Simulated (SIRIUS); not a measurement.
# Ta in SIRIUS: convergence with smearing width

Input of the first run (smearing width 0.3 eV); the others differ in this setting and in those tied to it:

Contents of sirius.json:

```json
{
  "control": {
    "processing_unit": "cpu",
    "std_evp_solver_name": "lapack",
    "gen_evp_solver_name": "lapack",
    "verbosity": 2,
    "print_forces": true,
    "ortho_rf": true,
    "use_second_variation": true,
    "rmt_max": 3.0,
    "num_bands_to_print": 22,
    "save_wf": true
  },
  "parameters": {
    "electronic_structure_method": "full_potential_lapwlo",
    "xc_functionals": ["XC_GGA_X_PBE", "XC_GGA_C_PBE"],
    "core_relativity": "dirac",
    "valence_relativity": "iora",
    "num_fv_states": 22,
    "smearing": "fermi_dirac",
    "smearing_width": 0.0110247967,
    "pw_cutoff": 20,
    "gk_cutoff": 3.47,
    "lmax_apw": 11,
    "lmax_rho": 8,
    "lmax_pot": 8,
    "num_mag_dims": 0,
    "auto_rmt": 0,
    "ngridk": [11, 11, 11],
    "shiftk": [0, 0, 0],
    "num_dft_iter": 80,
    "energy_tol": 1e-07,
    "density_tol": 1e-05,
    "use_symmetry": true
  },
  "settings": {"tol_ne": 1e-10},
  "iterative_solver": {"type": "exact"},
  "mixer": {"type": "anderson", "beta": 0.5, "max_history": 8},
  "unit_cell": {
    "lattice_vectors": [
      [-3.1204669551, 3.1204669551, 3.1204669551],
      [3.1204669551, -3.1204669551, 3.1204669551],
      [3.1204669551, 3.1204669551, -3.1204669551]
    ],
    "atom_types": ["Ta"],
    "atom_files": {"Ta": "Ta.json"},
    "atoms": {"Ta": [[0.0, 0.0, 0.0]]}
  }
}
```

The input Ta.json:

```json
{
  "name": "tantalum",
  "symbol": "Ta",
  "number": 73,
  "mass": 180.94788,
  "rmin": 1e-06,
  "rmt": 2.65,
  "nrmt": 800,
  "rinf": 15.8,
  "core": "1s2s2p3s3p3d4s4p4d",
  "valence": [
    {"basis": [{"enu": 0.19, "dme": 0, "n": 0, "auto": 0}, {"enu": 0.19, "dme": 1, "n": 0, "auto": 0}]},
    {"l": 0, "n": 1, "basis": [{"enu": 0.29, "dme": 0, "n": 0, "auto": 0}]},
    {"l": 1, "n": 2, "basis": [{"enu": 0.29, "dme": 0, "n": 0, "auto": 0}]},
    {"l": 2, "n": 3, "basis": [{"enu": 0.29, "dme": 0, "n": 0, "auto": 0}]},
    {"l": 3, "n": 4, "basis": [{"enu": 0.29, "dme": 0, "n": 0, "auto": 0}]},
    {"l": 4, "n": 5, "basis": [{"enu": 0.29, "dme": 0, "n": 0, "auto": 0}]}
  ],
  "lo": [
    {"l": 0, "basis": [{"enu": 0.29, "dme": 0, "n": 0, "auto": 0}, {"enu": 0.29, "dme": 1, "n": 0, "auto": 0}]},
    {
      "l": 0,
      "basis": [{"enu": -2.2472, "dme": 0, "n": 5, "auto": 1}, {"enu": -2.2472, "dme": 1, "n": 5, "auto": 1}]
    },
    {
      "l": 0,
      "basis": [{"enu": -2.2472, "dme": 1, "n": 5, "auto": 1}, {"enu": 0.29, "dme": 0, "n": 0, "auto": 0}]
    },
    {"l": 0, "basis": [{"enu": 0.29, "dme": 0, "n": 0, "auto": 0}, {"enu": 2.5684, "dme": 0, "n": 0, "auto": 0}]},
    {"l": 1, "basis": [{"enu": 0.29, "dme": 0, "n": 0, "auto": 0}, {"enu": 0.29, "dme": 1, "n": 0, "auto": 0}]},
    {
      "l": 1,
      "basis": [{"enu": -1.0203, "dme": 0, "n": 5, "auto": 1}, {"enu": -1.0203, "dme": 1, "n": 5, "auto": 1}]
    },
    {
      "l": 1,
      "basis": [{"enu": -1.0203, "dme": 1, "n": 5, "auto": 1}, {"enu": 0.29, "dme": 0, "n": 0, "auto": 0}]
    },
    {"l": 1, "basis": [{"enu": 0.29, "dme": 0, "n": 0, "auto": 0}, {"enu": 2.9101, "dme": 0, "n": 0, "auto": 0}]},
    {"l": 2, "basis": [{"enu": 0.29, "dme": 0, "n": 0, "auto": 0}, {"enu": 0.29, "dme": 1, "n": 0, "auto": 0}]},
    {"l": 2, "basis": [{"enu": 0.29, "dme": 1, "n": 0, "auto": 0}, {"enu": 0.29, "dme": 2, "n": 0, "auto": 0}]},
    {"l": 2, "basis": [{"enu": 0.29, "dme": 0, "n": 0, "auto": 0}, {"enu": 2.5114, "dme": 0, "n": 0, "auto": 0}]},
    {"l": 3, "basis": [{"enu": 0.29, "dme": 0, "n": 0, "auto": 0}, {"enu": 0.29, "dme": 1, "n": 0, "auto": 0}]},
    {
      "l": 3,
      "basis": [{"enu": -0.4947, "dme": 0, "n": 4, "auto": 1}, {"enu": -0.4947, "dme": 1, "n": 4, "auto": 1}]
    },
    {
      "l": 3,
      "basis": [{"enu": -0.4947, "dme": 1, "n": 4, "auto": 1}, {"enu": 0.29, "dme": 0, "n": 0, "auto": 0}]
    },
    {"l": 3, "basis": [{"enu": 0.29, "dme": 0, "n": 0, "auto": 0}, {"enu": 3.5937, "dme": 0, "n": 0, "auto": 0}]},
    {"l": 4, "basis": [{"enu": 0.29, "dme": 0, "n": 0, "auto": 0}, {"enu": 0.29, "dme": 1, "n": 0, "auto": 0}]},
    {"l": 4, "basis": [{"enu": 0.29, "dme": 0, "n": 0, "auto": 0}, {"enu": 3.0241, "dme": 0, "n": 0, "auto": 0}]}
  ],
  "free_atom": [... radial grid and density of the free atom, the start of the SCF ...]
}
```

sirius_start.json

```json
{
  "control": {
    "processing_unit": "cpu",
    "std_evp_solver_name": "lapack",
    "gen_evp_solver_name": "lapack",
    "verbosity": 1,
    "print_forces": false,
    "ortho_rf": true,
    "use_second_variation": true,
    "rmt_max": 3.0,
    "num_bands_to_print": 22,
    "save_wf": false
  },
  "parameters": {
    "electronic_structure_method": "full_potential_lapwlo",
    "xc_functionals": ["XC_LDA_X", "XC_LDA_C_PW"],
    "core_relativity": "dirac",
    "valence_relativity": "iora",
    "num_fv_states": 22,
    "smearing": "fermi_dirac",
    "smearing_width": 0.0055123983,
    "pw_cutoff": 20,
    "gk_cutoff": 2.78,
    "lmax_apw": 11,
    "lmax_rho": 8,
    "lmax_pot": 8,
    "num_mag_dims": 0,
    "auto_rmt": 0,
    "ngridk": [4, 4, 4],
    "shiftk": [0, 0, 0],
    "num_dft_iter": 30,
    "energy_tol": 0.01,
    "density_tol": 0.05,
    "use_symmetry": true
  },
  "settings": {"tol_ne": 1e-10},
  "iterative_solver": {"type": "exact"},
  "mixer": {"type": "anderson", "beta": 0.5, "max_history": 8},
  "unit_cell": {
    "lattice_vectors": [
      [-3.1204669551, 3.1204669551, 3.1204669551],
      [3.1204669551, -3.1204669551, 3.1204669551],
      [3.1204669551, 3.1204669551, -3.1204669551]
    ],
    "atom_types": ["Ta"],
    "atom_files": {"Ta": "Ta.json"},
    "atoms": {"Ta": [[0.0, 0.0, 0.0]]}
  }
}
```

Potentials or basis: all-electron FP-LAPW, apw+lo standard.

The run is started by

```bash
$ OMP_NUM_THREADS=1 sirius.scf --input=sirius_start.json --output=start.json
$ OMP_NUM_THREADS=1 sirius.scf --input=sirius.json --output=output.json --task=1
```

Hardware: 1 thread of Arm Neoverse V2, on a shared host.

**Question.** The values tried are 0.3 eV, 0.2 eV, 0.1 eV, 0.05 eV, 0.025 eV, 0.01 eV, loosest first. From which on does the energy stay within 1 meV/atom of the tightest run that finished?

**Answer.** From 0.05 eV on.

```
smearing width  energy less the tightest run, at zero smearing (meV/atom)  SCF cycles  CPU time (s)  peak memory (GiB)
        0.3 eV                                                      -9.02           7            34               0.34
        0.2 eV                                                       1.19           7            34               0.34
        0.1 eV                                                       2.88           7            34               0.34
       0.05 eV                                                       0.98           7            34               0.34
      0.025 eV                                                       0.18           7            34               0.34
       0.01 eV                                                       0.00           7            34               0.34
```

Narrower smearing needs a denser k mesh, so at a fixed mesh the narrowest width isn't the most accurate. The tightest run that finished is the yardstick and may itself not be fully converged.

The run has no spin-orbit coupling, so splittings on Ta are missing.
